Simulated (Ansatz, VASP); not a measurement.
## NaF: VASP beside Ansatz

The input POSCAR:

```
NaF
1.0
    0.0000000000      2.2506487970      2.4757136767
    2.2506487970      0.0000000000      2.4757136767
    2.2506487970      2.2506487970      0.0000000000
Na F
1 1
Direct
    0.0000000000      0.0000000000      0.0000000000
    0.5000000000      0.5000000000      0.5000000000
```

The input INCAR.step1:

```
SYSTEM = NaF
ALGO     = Normal         ! electronic algorithm
EDIFF    = 1E-4           ! SCF threshold, eV
ENCUT    = 520            ! plane-wave cutoff, eV
GGA      = PE             ! functional
ISMEAR   = 0              ! smearing method
LASPH    = .TRUE.         ! aspherical terms in the spheres
LCHARG   = .FALSE.        ! write CHGCAR
LREAL    = .FALSE.        ! projectors in reciprocal space
LWAVE    = .TRUE.         ! write WAVECAR
NBANDS   = 14             ! bands
NELM     = 60             ! most SCF steps
PREC     = Accurate       ! precision mode
SIGMA    = 0.05           ! smearing width, eV
```

The input INCAR.step2:

```
SYSTEM = NaF
ALGO     = Normal         ! electronic algorithm
EDIFF    = 1E-6           ! SCF threshold, eV
ENCUT    = 520            ! plane-wave cutoff, eV
ISIF     = 2              ! what is computed and relaxed
ISMEAR   = 0              ! smearing method
ISTART   = 1            
LASPH    = .TRUE.         ! aspherical terms in the spheres
LCHARG   = .FALSE.        ! write CHGCAR
LMIXTAU  = .TRUE.       
LREAL    = .FALSE.        ! projectors in reciprocal space
LWAVE    = .FALSE.        ! write WAVECAR
METAGGA  = R2SCAN         ! meta-GGA
NBANDS   = 14             ! bands
NELM     = 60             ! most SCF steps
PREC     = Accurate       ! precision mode
SIGMA    = 0.05           ! smearing width, eV
```

Contents of KPOINTS:

```
k-points
0
G
  10 10 10
  0 0 0
```

Input for Ansatz:

```yaml
crystal:
  lattice:
    - [0.0, 2.250648797, 2.4757136767]
    - [2.250648797, 0.0, 2.4757136767]
    - [2.250648797, 2.250648797, 0.0]
  atoms:
    - { symbol: Na, position: [0.0, 0.0, 0.0] }
    - { symbol: F, position: [0.5, 0.5, 0.5] }
basis:
  ecutwfc: 500
kpoints:
  mp_grid: { grid: [10, 10, 10] }
hamiltonian:
  xc: r2scan
scf:
  occupations: { method: gaussian, width: 0.05 }
output:
  forces: true
  stress: true
  eigenvalues: true
```

Alike in both runs: task single point; functional r2SCAN; k mesh 10 × 10 × 10; occupations gaussian, width 0.05 eV; no spin polarisation.

```csv
,VASP,Ansatz
version,VASP 6.6.1,Ansatz 0.2.0
potentials or method,"VASP PAW PBE potentials, release 64 (Na_pv, F)","scalar-relativistic, plane waves, PAW"
plane-wave cutoff (eV),520,500
valence electrons in the cell,14,16
```

Ansatz gave:

- gap on the k mesh at the Fermi level (eV): 7.07
- least direct gap on the mesh (eV): 7.07
- pressure (GPa): -0.6
- largest component of the traceless stress (GPa): 4.35

Task: What did VASP give for the same quantities?

Result: gap on the k mesh at the Fermi level (eV): 7.09; least direct gap on the mesh (eV): 7.09; pressure (GPa): -1.1; largest component of the traceless stress (GPa): 4.33.

The two sets of potentials don't hold the same shells in valence.

Caveats: the PAW data sets were made with another functional, which shifts forces and pressure a little (VASP). A k mesh can miss the band edges. r2SCAN opens gaps a little over a GGA but as a rule still falls short of measured ones.
